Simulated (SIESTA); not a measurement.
Crystal: GeS.

```
Ge S
1.0
    10.48100    0.00000    0.00000
     0.00000    3.64600    0.00000
     0.00000    0.00000    4.29900
Ge S
4 4
Direct
  0.87790 0.75000 0.87230
  0.62210 0.25000 0.37230
  0.37790 0.75000 0.62770
  0.12210 0.25000 0.12770
  0.15050 0.75000 0.49770
  0.34950 0.25000 0.99770
  0.65050 0.75000 0.00230
  0.84950 0.25000 0.50230
```

Base run:

| Quantity | Value |
| --- | --- |
| Program | SIESTA 5.4.2 |
| Functional | PBE |
| Potentials or basis | PseudoDojo 0.4 standard (PBE files) |
| Basis | DZP (energy shift 0.003 Ry; two zetas on semicore shells) |
| Grid cutoff | 800 Ry |
| Energy shift | 0.003 Ry |
| k mesh | 3 × 7 × 6 |
| Occupations | fermi-dirac, width 0.05 eV |
| Spin | no spin polarisation |

Its results: band gap on the k mesh 1.04 eV, direct; pressure 4.0 GPa; largest force 0.538 eV/Å.

Task: The run is repeated on the same cell with these changes: functional from PBE to PBEsol; potentials or basis from PseudoDojo 0.4 standard (PBE files) to PseudoDojo 0.4 standard (PBEsol files). What comes out?

Result: Band gap on the k mesh 0.97 eV, direct; pressure 0.7 GPa; largest force 0.458 eV/Å.

Caveats: the basis of atomic orbitals isn't converged, which shifts pressures, moduli and gaps.
